The pressure of a crystal at a given cell is the negative slope of its energy against volume, P = −dE/dV. Here it comes from the computed stress, as the mean of the three stresses along perpendicular axes. The cell and the atomic positions of SnSe₂ are held fixed while the functional changes. A positive value means that the crystal would lower its energy by expanding, so a functional that prefers a larger cell reports a higher pressure.

Kohn–Sham DFT calculations of SnSe₂ (space group P-3m1) with ABINIT and GPAW, at fixed cell and atomic positions, without spin polarization or a dispersion correction, and with Fermi–Dirac smearing of 0.05 eV. The basis column gives the plane-wave cutoff; pressure is positive in compression.

```
method      rung  program                               potentials       basis               k mesh  pressure (GPa)
   LDA       LDA   ABINIT                         JTH-PAW-LDA-v2.0  408.171 eV  10x10x6 3-atom-cell           0.620
   LDA       LDA   ABINIT     PseudoDojo-NC-SR-LDA-v0.4.1-standard  1061.24 eV    6x6x4 3-atom-cell           0.580
   PBE       GGA     GPAW     GPAW-PAW-data-sets-(gpaw-data-1.2.1)      600 eV    8x8x5 3-atom-cell           5.320
   PBE       GGA   ABINIT                         JTH-PAW-PBE-v2.0  408.171 eV    5x5x3 3-atom-cell           5.450
PBEsol       GGA   ABINIT  PseudoDojo-NC-SR-PBEsol-v0.4.1-standard  1061.24 eV    6x6x4 3-atom-cell           2.390
PBEsol       GGA   ABINIT                         JTH-PAW-PBE-v2.0  408.171 eV    5x5x3 3-atom-cell           2.490
r2SCAN  meta-GGA   ABINIT                         JTH-PAW-PBE-v2.0  489.805 eV    3x3x2 3-atom-cell           4.510
```

The choice of functional decides the result. LDA gives about 0.6 GPa, PBEsol about 2.4 and PBE about 5.4, while r2SCAN, although it stands on a higher rung than PBE, falls back to 4.5. Two runs with the same functional but different potentials, cutoffs and meshes differ in this table by 0.13 GPa at most in the mean pressure (single stress components differ more, by 0.27 GPa along c in the LDA pair), and even the closest neighbours in this order, r2SCAN and PBE, lie several times further apart than that.

The step from LDA to PBEsol gives a sharper test, because it can be taken twice. It is 1.87 GPa with the JTH potentials, where the meshes differ and the PBEsol run borrows potentials made for PBE, and 1.81 GPa with the PseudoDojo potentials. The second pair also shares its mesh and cutoff, so what changes there is the functional, together with the potentials made to match it. The step therefore belongs to the treatment of exchange and correlation, and its cause must lie in how each functional judges a slightly larger crystal.

LDA treats each point of the crystal as if it belonged to a uniform electron gas of the local density. PBE and PBEsol also look at how fast the density changes, measured by the reduced gradient, which compares the change with the local electron wavelength. Their exchange part lowers the energy wherever this gradient is large. The lowering is governed by a coefficient μ, about 0.22 in PBE and 0.12 in PBEsol; in LDA it is zero.

Stretching the crystal creates more of the regions that this term favours. Between two neighbouring atoms the tails of their densities overlap, and their slopes, which point in opposite directions, partly cancel. When the atoms move apart, the density between them thins and the cancellation weakens, so the reduced gradient rises. A functional that rewards large gradients thus gains energy on expansion that LDA does not see, and this gain appears as extra pressure.

The energies involved are small. One per cent of the volume is about 0.8 Å³ per SnSe₂, and over that expansion the shift from LDA to PBE amounts to only about 0.02 eV. Pressure reveals it clearly because it measures the slope of the energy.

The directions of the stress support this picture. SnSe₂ consists of layers held together weakly along c, and PBE lacks the long-range dispersion attraction between them. LDA lacks it too, but its general overbinding partly stands in for it. If missing attraction between the layers were the whole reason for the high pressure of PBE, the stress should rise mainly along c. Yet from LDA (JTH) to PBE (GPAW) it rises by 4.78 GPa in the plane and 4.55 GPa along c. Interactions within the layers, the Sn–Se bonds and the Se–Se contacts, must therefore take part, as a gradient effect at work between any two neighbouring atoms would require.

The simplest model makes the pressure above LDA proportional to μ. The averages for LDA and PBE fix the line, and PBEsol, which was not used to set it, is then predicted. Its μ is 0.56 of the PBE value, so

P(PBEsol) ≈ 0.6 + 0.56 × (5.4 − 0.6) ≈ 3.3 GPa.

The computed average is 2.4 GPa. The model places PBEsol correctly between the other two, but too high by nearly a fifth of the whole shift from LDA to PBE. The calculated values are printed after the text.

The model leaves out that the exchange term levels off at large gradients, sooner in PBE than in PBEsol. This cannot explain the miss: at a reduced gradient of 1 it would raise the PBEsol share of the shift from 0.56 to 0.685, while the table gives 0.38. The miss points instead to correlation, which the model also leaves out. Its gradient term works against that of exchange: where the density varies, it weakens the correlation energy. In PBE the two terms are built to cancel when the density varies slowly, whereas in PBEsol the correlation term is then about 1.2 times as strong as the exchange term. For slowly varying densities, then, PBE would behave like LDA, and its higher pressure must come from regions where the density changes quickly.

In those regions the balance tips towards exchange. The correlation term can at most remove the correlation energy that is there, so it levels off, while the exchange term goes on growing for longer. PBEsol enters this contest with weaker exchange and with relatively stronger opposition from correlation. Where moderate gradients dominate, its pressure should therefore lie closer to LDA than μ alone suggests, as it does here; at very large gradients the later levelling-off of its exchange would be expected to reverse this. This argument gives the direction of the miss; its size would require the two energies to be followed separately as the volume changes.

That r2SCAN breaks the rise is no contradiction, because a higher rung does not simply apply a larger dose of the same correction. It also uses the kinetic-energy density of the electrons, which helps it to tell a covalent bond from the weak overlap between closed shells. It can thus treat the bonds within a layer and the contacts between layers differently, where PBE has only the density and its gradient to go by.

The stresses do change differently in the two directions, although this alone does not separate bonds from contacts. Compared with PBE in GPAW, r2SCAN gives 0.45 GPa more in the plane but 3.35 GPa less along c. Since two of the three axes lie in the plane, the mean changes by (2 × 0.45 − 3.35)/3 ≈ −0.8 GPa. The lower pressure is thus not a general softening of the PBE result: it comes entirely from the c axis.

It is tempting to credit this to a stronger attraction between the layers. But when c is stretched with the atoms at fixed fractional positions, the layers thicken as the gaps widen, so the stress along c mixes bonds with contacts. The forces on the selenium atoms help to separate the two. They act along c and grow from LDA through PBEsol to PBE, which marks them as a push away from the tin plane: 0.76 eV/Å in PBE but only 0.41 eV/Å in r2SCAN. The stress along c is the stress needed to move rigid layers apart plus this force times the layer thickness, about 3.1 Å, divided by the cell volume. The weaker push thus accounts for about 2.2 GPa, two thirds of the drop, so most of the drop is tied to the thickness of the layers. The remaining third is the change in the rigid-layer stress, for which the medium-range attraction that r2SCAN partly captures is a likely cause. The r2SCAN run has the coarsest mesh, 3×3×2, and uses potentials made for PBE, and its selenium force falls below even the LDA value of 0.48 eV/Å while its in-plane stress exceeds that of PBE. Both its place below PBE and this division are therefore provisional.

The same look at directions guards against reading too much into the low LDA pressure. In the JTH run the stress is almost zero in the plane but 1.8 GPa along c, and that value is itself a balance: the outward force on selenium contributes about 3 GPa, so the layers, taken as rigid, pull towards each other by about 1.3 GPa, whereas in PBE they push apart by about 1.5 GPa. The small mean is therefore no sign that LDA describes both kinds of bonding well. What should carry over to a similar crystal is the rule behind the order of LDA, PBEsol and PBE: at a fixed cell, stronger gradient enhancement of exchange raises the pressure, and gradient-dependent correlation is expected to take part of that rise back. r2SCAN, with its further ingredient, need not follow this rule.

The analysis program printed:

```
mean pressure in GPa for LDA: 0.6
mean pressure in GPa for PBEsol: 2.44
mean pressure in GPa for PBE: 5.385
r2SCAN pressure less mean PBE pressure in GPa: -0.875
difference within the LDA pair in GPa: 0.04
difference within the PBEsol pair in GPa: 0.1
difference within the PBE pair in GPa: 0.13
step LDA to PBEsol with JTH data in GPa: 1.87
step LDA to PBEsol with PseudoDojo data in GPa: 1.81
step from mean PBEsol to mean PBE in GPa: 2.945
PBEsol share of the LDA to PBE shift from exchange coefficients: 0.5624
PBEsol share of the LDA to PBE shift in the table: 0.3845
PBEsol pressure predicted by the exchange coefficient in GPa: 3.291
prediction less mean PBEsol pressure in GPa: 0.8513
share from exchange slopes with saturation at reduced gradient 1: 0.685
correlation over exchange gradient term in the slow limit for PBE: 1
correlation over exchange gradient term in the slow limit for PBEsol: 1.226
energy in eV per SnSe2 for 1 percent of volume at the LDA to PBE shift: 0.02305
in-plane stress rise LDA JTH to PBE GPAW in GPa: 4.782
stress rise along c LDA JTH to PBE GPAW in GPa: 4.55
in-plane stress rise LDA to PBEsol with PseudoDojo in GPa: 1.762
stress rise along c LDA to PBEsol with PseudoDojo in GPa: 1.934
in-plane stress r2SCAN less PBE GPAW in GPa: 0.4515
stress along c r2SCAN less PBE GPAW in GPa: -3.352
stress along c LDA JTH less LDA PseudoDojo in GPa: 0.2712
```
